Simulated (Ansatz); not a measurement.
**Graphite under r²SCAN: ground state and equation of state**

The plan for carbon in the graphite structure: relax it, solve it on a dense k-mesh, switch on spin-orbit coupling, then scale the cell to 7 volumes from 88 to 112 % of the relaxed one and try a fit of the equation of state. The k-meshes are 8×8×3 for the relaxation; 14×14×4 for the dense run; 11×11×4 for spin-orbit coupling; 14×14×4 for the volumes. The starting cell is the deposited one, from the Crystallography Open Database.

Computed with Ansatz 0.2.0 (DFT r2SCAN, plane waves (500 eV) with PAW, scalar-relativistic; the PAW data stem from PBE, with regenerated cores, unless a step says otherwise).

## (1) The system as given

The structure is hexagonal, space group P6_3/mmc (No. 194). The conventional cell has a = 2.464 Å, b = 2.464 Å, c = 6.711 Å, α = 90.00°, β = 90.00°, γ = 120.00°. C (site symmetry -6m2) is surrounded by 3 C at 1.42 Å.

Structure file:

```cif
data_structure
_symmetry_space_group_name_H-M 'P6_3/mmc'
_symmetry_Int_Tables_number 194
_cell_length_a 2.4640
_cell_length_b 2.4640
_cell_length_c 6.7110
_cell_angle_alpha 90.000
_cell_angle_beta 90.000
_cell_angle_gamma 120.000
_cell_volume 35.29
loop_
_atom_site_label
_atom_site_type_symbol
_atom_site_symmetry_multiplicity
_atom_site_Wyckoff_symbol
_atom_site_fract_x
_atom_site_fract_y
_atom_site_fract_z
_atom_site_occupancy
C1 C 2 b 0.00000 0.00000 0.25000 1
C2 C 2 c 0.33333 0.66667 0.25000 1
```

## (2) Geometry optimisation

Contents of input.yaml:

```yaml
crystal:
  lattice:
    - [2.4640014744, 0.0, 0.0]
    - [-1.2320007372, 2.1338878718, 0.0]
    - [0.0, 0.0, 6.711]
  atoms:
    - { symbol: C, position: [0.0, 0.0, 0.25] }
    - { symbol: C, position: [0.0, 0.0, 0.75] }
    - { symbol: C, position: [0.3333333333, 0.6666666667, 0.25] }
    - { symbol: C, position: [0.6666666667, 0.3333333333, 0.75] }
hamiltonian:
  xc: r2scan
  pseudopotentials:
    kind: paw
    azcp:
      C: "pseudopotentials/C.paw.azcp"
basis:
  ecutwfc: 500
  fft_grid_basis: typed
kpoints:
  mp_grid: { grid: [8, 8, 3], shift: [0, 0, 0] }
magnetization:
  spin_polarized: false
scf:
  occupations: { method: fermi_dirac, width: 0.05 }
relax:
  max_steps: 60
  f_tol: 0.01
  cell: {}
```

The log of the run:

```text
Engine: ansatz 0.2.0, x86_64-unknown-linux-gnu
Pseudopotentials: kind: paw
Pseudopotential: C, paw, valence charge 4, recommended cutoff 500 eV (meta_gga), <dir>
Functional definition: r2SCAN
  parameter k0 = 0.174
  parameter k1 = 0.065
  parameter a1 = 4.9479
  exchange = r2scan_x(k0 = k0, k1 = k1, a1 = a1)
  correlation = r2scan_c
Crystal: 4 atoms, lattice volume = 35.286 Å³
Basis set: ecut = 500 eV, 883 PW (Γ), exchange–correlation on 72×72×200 points (64 copies of the dense FFT grid, shifted against one another)
Bands: 12, of which v1, the nominal top of the filled ones, is band 8 counted from 1 (7 counted from 0)
Symmetry: 24 space group operations
Space group: P63/mmc (ITA 194), of the structure as read, at distance tolerance 3.3e-5 Å
k-points: 20 of 192
Non-local potential: C, projectors of the file, l = 0: 2, l = 1: 2, l = 2: 1
PAW form: soft (Blöchl's): semilocal exchange-correlation on the pseudo side does not see the compensation charge
PAW frozen core: C, regenerated for the run's functional (the file was generated under x = pbe(κ = 0.804, μ = 0.2195149727645171), c = pbe(β = 0.06672455060314922))
PAW one-centre angular grid: C, 302 points (default); XC on 239 of its mesh's 2573 points in the sphere
Initial density: superposition of atomic densities (neutral atoms: chi_scale 0, normalization atom), corrected by the library's trained network
Initial wavefunctions: pseudopotential atomic-orbital guess
Functional: x = r2scan, c = r2scan; τ floored in thin density (d = 2e-4 eV/Å³)
SCF iter   1: F=—  HF=-1006.591109 eV  |F-HF|=—  |Δ(HF+E_count)|=         —  Δρ=7.63e-3  dr2=6.37e-3  dr2_τ=8.02e-1  ethr=1.77e-3  ⟨swp⟩=6.6  Hψ=1381  notcnv=0
preconditioner: auto → none  [insulator: Δε(μ)=1.845 eV  Ē_g=16.616 eV  σ=0.050 eV  W_gap=1.00  n_scr=4 (ndim 8)  ℏωp=25.0 eV  f_vac=0.000  D(μ)=0.00/eV (n_scr^D=0)  ε∞_Penn≈3.3]
SCF iter   2: F=—  HF=-1006.665395 eV  |F-HF|=—  |Δ(HF+E_count)|=   7.43e-2  Δρ=4.75e-3  dr2=2.38e-3  dr2_τ=1.45e-4  ethr=3.98e-5  ⟨swp⟩=2.0  Hψ=640  notcnv=0
SCF iter   3: F=—  HF=-1006.665776 eV  |F-HF|=—  |Δ(HF+E_count)|=   3.81e-4  Δρ=1.85e-3  dr2=8.48e-4  dr2_τ=1.38e-4  ethr=1.49e-5  ⟨swp⟩=2.1  Hψ=388  notcnv=0
SCF iter   4: F=—  HF=-1006.665581 eV  |F-HF|=—  |Δ(HF+E_count)|=   1.94e-4  Δρ=5.65e-4  dr2=6.00e-5  dr2_τ=4.49e-6  ethr=5.30e-6  ⟨swp⟩=2.5  Hψ=406  notcnv=0
SCF iter   5: F=—  HF=-1006.665570 eV  |F-HF|=—  |Δ(HF+E_count)|=   1.14e-5  Δρ=4.04e-4  dr2=2.43e-5  dr2_τ=2.43e-6  ethr=3.75e-7  ⟨swp⟩=2.0  Hψ=396  notcnv=0
SCF iter   6: F=—  HF=-1006.665567 eV  |F-HF|=—  |Δ(HF+E_count)|=   2.38e-6  Δρ=1.45e-4  dr2=3.08e-6  dr2_τ=1.11e-7  ethr=1.52e-7  ⟨swp⟩=1.9  Hψ=354  notcnv=0
SCF iter   7: F=—  HF=-1006.665567 eV  |F-HF|=—  |Δ(HF+E_count)|=   3.15e-7  Δρ=3.25e-5  dr2=1.56e-7  dr2_τ=4.61e-9  ethr=1.92e-8  ⟨swp⟩=2.0  Hψ=390  notcnv=0
SCF iter   8: F=-1006.665567 eV  HF=-1006.665567 eV  |F-HF|=1.20e-9  |Δ(HF+E_count)|=   2.02e-8  Δρ=5.61e-6  dr2=4.82e-9  dr2_τ=1.83e-10  ethr=6.25e-10  ⟨swp⟩=4.3  Hψ=798  notcnv=0
SCF 1 converged in 8 iterations: F = -1006.665567 eV  dr2 = 4.82e-9
relax step   1: F+E_penalty+E_count = -1006.66556715 eV  Δ(F+E_penalty+E_count) = +0.000e0 eV  max|allowed force component| = 9.344e-16 eV/Å  Δτ_max = 0.0000 Å  P = -2.420 GPa  Ω = 35.286 Å³  (8 SCF iters, dr2 threshold 1.00e-7 eV, accepted)
Crystal: 4 atoms, lattice volume = 36.108 Å³
Basis set: ecut = 500 eV, 931 PW (Γ), exchange–correlation on 72×72×200 points (64 copies of the dense FFT grid, shifted against one another)
Initial density: handed on by an earlier stage of this run
Initial wavefunctions: those handed on with the density
iter 1 solved again at ethr=1.57e-5 eV; its pass at ethr=3.10e-3 eV (dr2=2.52e-3 eV) is discarded
SCF iter   1: F=—  HF=-1006.656312 eV  |F-HF|=—  |Δ(HF+E_count)|=         —  Δρ=2.67e-3  dr2=2.55e-3  dr2_τ=3.45e-3  ethr=1.57e-5  ⟨swp⟩=2.2  Hψ=2016  notcnv=0
preconditioner: auto → none  [insulator: Δε(μ)=1.876 eV  Ē_g=16.587 eV  σ=0.050 eV  W_gap=1.00  n_scr=4 (ndim 8)  ℏωp=24.7 eV  f_vac=0.015  D(μ)=0.00/eV (n_scr^D=0)  ε∞_Penn≈3.2]
SCF iter   2: F=—  HF=-1006.673489 eV  |F-HF|=—  |Δ(HF+E_count)|=   1.72e-2  Δρ=1.38e-3  dr2=4.49e-4  dr2_τ=2.23e-5  ethr=1.57e-5  ⟨swp⟩=2.0  Hψ=470  notcnv=0
SCF iter   3: F=—  HF=-1006.673703 eV  |F-HF|=—  |Δ(HF+E_count)|=   2.15e-4  Δρ=2.64e-4  dr2=1.17e-5  dr2_τ=1.64e-6  ethr=2.81e-6  ⟨swp⟩=2.8  Hψ=416  notcnv=0
SCF iter   4: F=—  HF=-1006.673712 eV  |F-HF|=—  |Δ(HF+E_count)|=   8.83e-6  Δρ=1.26e-4  dr2=4.27e-6  dr2_τ=7.91e-7  ethr=7.33e-8  ⟨swp⟩=2.0  Hψ=400  notcnv=0
SCF iter   5: F=-1006.673711 eV  HF=-1006.673711 eV  |F-HF|=1.57e-8  |Δ(HF+E_count)|=   5.69e-7  Δρ=1.99e-5  dr2=1.05e-7  dr2_τ=9.49e-9  ethr=2.50e-9  ⟨swp⟩=3.6  Hψ=1054  notcnv=0
SCF 2 converged in 5 iterations: F = -1006.673711 eV  dr2 = 1.05e-7
relax step   2: F+E_penalty+E_count = -1006.67371144 eV  Δ(F+E_penalty+E_count) = -8.144e-3 eV  max|allowed force component| = 6.384e-16 eV/Å  Δτ_max = 0.0000 Å  P = -0.654 GPa  Ω = 36.108 Å³  energy of the carried Pulay correction = -1.420e-4 eV  (5 SCF iters, dr2 threshold 4.00e-7 eV, accepted)
Crystal: 4 atoms, lattice volume = 36.470 Å³
Basis set: ecut = 500 eV, 943 PW (Γ), exchange–correlation on 72×72×200 points (64 copies of the dense FFT grid, shifted against one another)
iter 1 solved again at ethr=3.09e-6 eV; its pass at ethr=3.10e-3 eV (dr2=4.94e-4 eV) is discarded
SCF iter   1: F=—  HF=-1006.671354 eV  |F-HF|=—  |Δ(HF+E_count)|=         —  Δρ=1.17e-3  dr2=5.22e-4  dr2_τ=6.36e-4  ethr=3.09e-6  ⟨swp⟩=2.2  Hψ=2035  notcnv=0
preconditioner: auto → none  [insulator: Δε(μ)=1.894 eV  Ē_g=16.612 eV  σ=0.050 eV  W_gap=1.00  n_scr=4 (ndim 8)  ℏωp=24.6 eV  f_vac=0.025  D(μ)=0.00/eV (n_scr^D=0)  ε∞_Penn≈3.2]
SCF iter   2: F=—  HF=-1006.674553 eV  |F-HF|=—  |Δ(HF+E_count)|=   3.20e-3  Δρ=5.86e-4  dr2=8.18e-5  dr2_τ=4.48e-6  ethr=3.09e-6  ⟨swp⟩=2.0  Hψ=439  notcnv=0
SCF iter   3: F=—  HF=-1006.674595 eV  |F-HF|=—  |Δ(HF+E_count)|=   4.15e-5  Δρ=1.22e-4  dr2=2.03e-6  dr2_τ=2.61e-7  ethr=5.12e-7  ⟨swp⟩=3.0  Hψ=422  notcnv=0
SCF iter   4: F=—  HF=-1006.674597 eV  |F-HF|=—  |Δ(HF+E_count)|=   1.92e-6  Δρ=5.33e-5  dr2=8.26e-7  dr2_τ=1.57e-7  ethr=2.50e-9  ⟨swp⟩=5.2  Hψ=921  notcnv=0
SCF iter   5: F=-1006.674597 eV  HF=-1006.674597 eV  |F-HF|=7.42e-9  |Δ(HF+E_count)|=   1.65e-7  Δρ=7.27e-6  dr2=1.00e-8  dr2_τ=1.17e-9  ethr=2.50e-9  ⟨swp⟩=4.9  Hψ=858  notcnv=0
SCF 3 converged in 5 iterations: F = -1006.674597 eV  dr2 = 1.00e-8
relax step   3: F+E_penalty+E_count = -1006.67459663 eV  Δ(F+E_penalty+E_count) = -8.852e-4 eV  max|allowed force component| = 9.899e-16 eV/Å  Δτ_max = 0.0000 Å  P = +0.045 GPa  Ω = 36.470 Å³  energy of the carried Pulay correction = -2.021e-4 eV  (5 SCF iters, dr2 threshold 4.00e-7 eV, accepted)
Crystal: 4 atoms, lattice volume = 36.592 Å³
iter 1 solved again at ethr=7.61e-7 eV; its pass at ethr=3.10e-3 eV (dr2=1.22e-4 eV) is discarded
SCF iter   1: F=—  HF=-1006.674343 eV  |F-HF|=—  |Δ(HF+E_count)|=         —  Δρ=4.16e-4  dr2=8.57e-5  dr2_τ=6.95e-5  ethr=7.61e-7  ⟨swp⟩=2.2  Hψ=1913  notcnv=0
preconditioner: auto → none  [insulator: Δε(μ)=1.899 eV  Ē_g=16.621 eV  σ=0.050 eV  W_gap=1.00  n_scr=4 (ndim 8)  ℏωp=24.6 eV  f_vac=0.025  D(μ)=0.00/eV (n_scr^D=0)  ε∞_Penn≈3.2]
SCF iter   2: F=—  HF=-1006.674614 eV  |F-HF|=—  |Δ(HF+E_count)|=   2.71e-4  Δρ=1.72e-4  dr2=9.55e-6  dr2_τ=5.65e-7  ethr=5.35e-7  ⟨swp⟩=2.0  Hψ=401  notcnv=0
SCF iter   3: F=—  HF=-1006.674618 eV  |F-HF|=—  |Δ(HF+E_count)|=   4.37e-6  Δρ=4.26e-5  dr2=2.18e-7  dr2_τ=2.00e-8  ethr=5.97e-8  ⟨swp⟩=2.4  Hψ=412  notcnv=0
SCF iter   4: F=—  HF=-1006.674619 eV  |F-HF|=—  |Δ(HF+E_count)|=   2.56e-7  Δρ=1.53e-5  dr2=6.80e-8  dr2_τ=1.22e-8  ethr=1.58e-10  ⟨swp⟩=5.2  Hψ=942  notcnv=0
SCF iter   5: F=-1006.674618 eV  HF=-1006.674618 eV  |F-HF|=1.12e-9  |Δ(HF+E_count)|=   1.24e-8  Δρ=2.12e-6  dr2=6.46e-10  dr2_τ=1.42e-10  ethr=1.58e-10  ⟨swp⟩=5.0  Hψ=859  notcnv=0
SCF 4 converged in 5 iterations: F = -1006.674618 eV  dr2 = 6.46e-10
relax step   4: F+E_penalty+E_count = -1006.67461850 eV  Δ(F+E_penalty+E_count) = -2.186e-5 eV  max|allowed force component| = 4.256e-16 eV/Å  Δτ_max = 0.0000 Å  P = +0.044 GPa  Ω = 36.592 Å³  energy of the carried Pulay correction = -2.264e-4 eV  (5 SCF iters, dr2 threshold 2.54e-8 eV, accepted)
Crystal: 4 atoms, lattice volume = 36.620 Å³
iter 1 solved again at ethr=4.61e-8 eV; its pass at ethr=3.10e-3 eV (dr2=7.38e-6 eV) is discarded
SCF iter   1: F=—  HF=-1006.674604 eV  |F-HF|=—  |Δ(HF+E_count)|=         —  Δρ=1.04e-4  dr2=5.66e-6  dr2_τ=3.70e-6  ethr=4.61e-8  ⟨swp⟩=2.0  Hψ=1853  notcnv=0
preconditioner: auto → none  [insulator: Δε(μ)=1.900 eV  Ē_g=16.625 eV  σ=0.050 eV  W_gap=1.00  n_scr=4 (ndim 8)  ℏωp=24.5 eV  f_vac=0.021  D(μ)=0.00/eV (n_scr^D=0)  ε∞_Penn≈3.2]
SCF iter   2: F=—  HF=-1006.674615 eV  |F-HF|=—  |Δ(HF+E_count)|=   1.04e-5  Δρ=3.71e-5  dr2=5.42e-7  dr2_τ=3.19e-8  ethr=3.54e-8  ⟨swp⟩=2.3  Hψ=374  notcnv=0
SCF iter   3: F=—  HF=-1006.674615 eV  |F-HF|=—  |Δ(HF+E_count)|=   3.48e-8  Δρ=8.71e-6  dr2=9.02e-9  dr2_τ=7.28e-10  ethr=3.39e-9  ⟨swp⟩=2.4  Hψ=397  notcnv=0
SCF iter   4: F=-1006.674615 eV  HF=-1006.674615 eV  |F-HF|=1.10e-9  |Δ(HF+E_count)|=   1.15e-8  Δρ=2.76e-6  dr2=2.13e-9  dr2_τ=3.73e-10  ethr=5.06e-11  ⟨swp⟩=5.0  Hψ=868  notcnv=0
SCF 5 converged in 4 iterations: F = -1006.674615 eV  dr2 = 2.13e-9
relax step   5: F+E_penalty+E_count = -1006.67461457 eV  Δ(F+E_penalty+E_count) = +3.927e-6 eV  max|allowed force component| = 9.714e-16 eV/Å  Δτ_max = 0.0000 Å  P = +0.001 GPa  Ω = 36.620 Å³  energy of the carried Pulay correction = -2.326e-4 eV  (4 SCF iters, dr2 threshold 8.10e-9 eV, accepted)
Basis set: ecut = 500 eV, 943 PW (Γ), exchange–correlation on 72×72×216 points (64 copies of the dense FFT grid, shifted against one another)
Initial wavefunctions: pseudopotential atomic-orbital guess (no wavefunctions were taken with the density)
iter 1 solved again at ethr=2.10e-7 eV; its pass at ethr=3.10e-3 eV (dr2=3.35e-5 eV) is discarded
SCF iter   1: F=—  HF=-1006.674933 eV  |F-HF|=—  |Δ(HF+E_count)|=         —  Δρ=4.93e-5  dr2=6.47e-8  dr2_τ=2.34e-7  ethr=2.10e-7  ⟨swp⟩=3.8  Hψ=2060  notcnv=0
preconditioner: auto → none  [insulator: Δε(μ)=1.900 eV  Ē_g=16.626 eV  σ=0.050 eV  W_gap=1.00  n_scr=4 (ndim 8)  ℏωp=24.5 eV  f_vac=0.017  D(μ)=0.00/eV (n_scr^D=0)  ε∞_Penn≈3.2]
SCF iter   2: F=—  HF=-1006.674933 eV  |F-HF|=—  |Δ(HF+E_count)|=   3.59e-7  Δρ=2.54e-5  dr2=1.71e-8  dr2_τ=3.64e-8  ethr=4.05e-10  ⟨swp⟩=2.4  Hψ=417  notcnv=0
SCF iter   3: F=—  HF=-1006.674934 eV  |F-HF|=—  |Δ(HF+E_count)|=   2.93e-7  Δρ=2.38e-6  dr2=1.60e-9  dr2_τ=3.08e-10  ethr=1.07e-10  ⟨swp⟩=2.0  Hψ=400  notcnv=0
SCF iter   4: F=-1006.674934 eV  HF=-1006.674934 eV  |F-HF|=4.38e-11  |Δ(HF+E_count)|=  1.94e-10  Δρ=5.18e-7  dr2=2.43e-11  dr2_τ=9.93e-12  ethr=1.00e-12  ⟨swp⟩=3.9  Hψ=1150  notcnv=0
SCF 6 converged in 4 iterations: F = -1006.674934 eV  dr2 = 2.43e-11
relax step   6: F+E_penalty+E_count = -1006.67493370 eV  Δ(F+E_penalty+E_count) = -3.191e-4 eV  max|allowed force component| = 8.974e-16 eV/Å  Δτ_max = 0.0000 Å  P = +0.012 GPa  Ω = 36.620 Å³  stress off target by 3.32e-2 GPa  SCF on the basis re-selected at this cell (its energy is not comparable with the rows above)  (4 SCF iters)
basis re-selected at this cell: Δ(F+E_penalty+E_count) = -3.191e-4 eV, ΔP = +0.011 GPa vs the last step (what re-selecting the basis moved, of the pressure what is left beyond the Pulay correction that the steps carried, after the strain that the cell walked since its last selection, with what the two solves' SCF thresholds leave and, on support functions, any second-order correction that the steps lacked; it is no measure of the basis error at this ecutwfc). The dense FFT grid was sized anew with the basis: this SCF ran on 18×18×54 points, the steps before it on 18×18×50, so part of this shift can come from that change (see relax.cell in the input reference). This SCF's stress stands 3.32e-2 GPa from its target on what of the cell is left free (relax.cell.stress_tol is 5.00e-2 GPa) and its largest allowed force component is 8.97e-16 eV/Å (relax.f_tol is 1.00e-2 eV/Å): within both
SCF converged after 4 iterations
Free energy (F): -1006.674934 eV
Harris-Foulkes:  -1006.674934 eV  (|F-HF|=4.38e-11)
Internal energy: -1006.674934 eV  (E = F + TS)
E sigma→0 (E₀):  -1006.674934 eV
Fermi energy:    6.589708 eV
--- Per-component energies (eV) ---
  E_band       = -51.529581
  E_kinetic    = 363.480811
  E_local      = -657.558359  (includes V_loc(G=0)·N_el)
  E_nonlocal   = 107.799657
  E_hartree    = 204.367717
  E_xc         = -188.870311
  E_vxc        = -261.619627  (∫ρ·V_xc dr)
  E_paw        = -403.515446  (= ΣΔE_a)
  E_vpaw       = -27.014733  (= ΣTr[D̂ρ^β])
  E_aug_tail   = 0.000021  (compensation charges beyond the density's cutoff)
  E_vtau       = 14.647157  (kinetic-family band-sum trace: ∫τ·v_τ [+ j·A + Jᵃ·Aᵃ] dr)
  E_ewald      = -432.279929
  E_core_change = -0.099095  (= ΣΔE_core)
  E_smearing   = -0.000000  (= −TS)
  E_closure    = 0.000000  (closes the sum)
  Σ components = -1006.674934   (vs F -1006.674934, Δ=0.00e0)
--- Forces (eV/Å), atoms counted from 1 ---
  atom   1  C     -0.00000000    -0.00000000     0.00000000
  atom   2  C      0.00000000     0.00000000     0.00000000
  atom   3  C      0.00000000     0.00000000     0.00000000
  atom   4  C      0.00000000    -0.00000000     0.00000000
  max |Σ_I F_I| component: 1.11e-16 eV/Å
--- Stress (GPa, compression-positive) ---
        0.001308       0.000000       0.000000
       -0.000000       0.001308       0.000000
        0.000000       0.000000       0.033213
  P = ⅓ Tr σ = 0.0119 GPa (0.119 kbar)
--- Relaxed structure (5 steps of the walk, 5 accepted, 1 SCFs on fresh bases) ---
  F+E_penalty+E_count = -1006.67493370 eV   max|allowed force component| = 8.974e-16 eV/Å   (the final SCF, on the basis selected at the relaxed cell)
  cell:  # Å, volume = 36.6196 Å³
    - [2.455913495142499, 0.0, 0.0]
    - [-1.2279567475712494, 2.1268834762904345, 0.0]
    - [0.0, 0.0, 7.010628188645068]
  atoms:
    - { symbol: C, position: [-1.9273889510813923e-32, -4.813573621100515e-32, 0.24999999999999997] }
    - { symbol: C, position: [2.2767740212891317e-32, 4.428487731412473e-32, 0.75] }
    - { symbol: C, position: [0.33333333333333326, 0.6666666666666666, 0.24999999999999997] }
    - { symbol: C, position: [0.6666666666666667, 0.33333333333333326, 0.75] }
```

It took 20 s on 1 thread of an x86-64 CPU, shared host; peak memory 0.57 GiB.

Step by step:

```tsv
step	energy change (meV/atom)	largest force (eV/Å)	pressure (GPa)	volume (Å³/atom)
1	0.00	0.0000	-2.42	8.821
2	-2.04	0.0000	-0.65	9.027
3	-2.26	0.0000	0.04	9.117
4	-2.26	0.0000	0.04	9.148
5	-2.26	0.0000	0.00	9.155
6	-2.34	0.0000	0.01	9.155
```

Steps that repeat a cell are solved on a basis chosen anew, so their changes of energy are no gain of the relaxation.

The cell of the run, before and after:

|  | before | after | change |
| --- | --- | --- | --- |
| a (Å) | 2.464 | 2.456 | -0.3 % |
| b (Å) | 2.464 | 2.456 | -0.3 % |
| c (Å) | 6.711 | 7.011 | +4.5 % |
| volume (Å³/atom) | 8.821 | 9.155 | +3.8 % |
| shortest distance (Å) | 1.423 | 1.418 | -0.3 % |
| space group (spins left aside) | P6_3/mmc | P6_3/mmc | same |

## (3) Dense single point

Contents of input.yaml:

```yaml
crystal:
  lattice:
    - [2.4559134951, 0.0, 0.0]
    - [-1.2279567476, 2.1268834763, 0.0]
    - [0.0, 0.0, 7.0106281886]
  atoms:
    - { symbol: C, position: [1.0, 1.0, 0.25] }
    - { symbol: C, position: [0.0, 0.0, 0.75] }
    - { symbol: C, position: [0.3333333333, 0.6666666667, 0.25] }
    - { symbol: C, position: [0.6666666667, 0.3333333333, 0.75] }
hamiltonian:
  xc: r2scan
  pseudopotentials:
    kind: paw
    azcp:
      C: "pseudopotentials/C.paw.azcp"
basis:
  ecutwfc: 500
  fft_grid_basis: typed
kpoints:
  mp_grid: { grid: [14, 14, 4], shift: [0, 0, 0] }
magnetization:
  spin_polarized: false
scf:
  occupations: { method: fermi_dirac, width: 0.05 }
```

The log of the run, shortened:

```text
[...]
[... 3 set-up lines as earlier in the session ...]
[...]
Crystal: 4 atoms, lattice volume = 36.620 Å³
Basis set: ecut = 500 eV, 943 PW (Γ), exchange–correlation on 72×72×216 points (64 copies of the dense FFT grid, shifted against one another)
Bands: 12, of which v1, the nominal top of the filled ones, is band 8 counted from 1 (7 counted from 0)
[... 2 set-up lines as earlier in the session ...]
k-points: 72 of 784
[...]
SCF iter   1: F=—  HF=-1006.599261 eV  |F-HF|=—  |Δ(HF+E_count)|=         —  Δρ=7.38e-3  dr2=5.61e-3  dr2_τ=8.25e-1  ethr=1.77e-3  ⟨swp⟩=6.3  Hψ=5025  notcnv=0
[...]
SCF iter   7: F=-1006.675281 eV  HF=-1006.675281 eV  |F-HF|=3.33e-10  |Δ(HF+E_count)|=   2.06e-8  Δρ=1.27e-6  dr2=2.56e-10  dr2_τ=6.90e-11  ethr=2.94e-10  ⟨swp⟩=1.0  Hψ=2517  notcnv=0
[...]
SCF converged after 7 iterations
Free energy (F): -1006.675281 eV
[...]
E sigma→0 (E₀):  -1006.675280 eV
Entropy (-TS):   -0.000001 eV (-0.000 meV/atom)
Fermi energy:    6.585106 eV
[...]
```

Wall time 5.5 s (1 thread of an x86-64 CPU, shared host); peak memory 0.54 GiB.

[end of part 1 of 2]
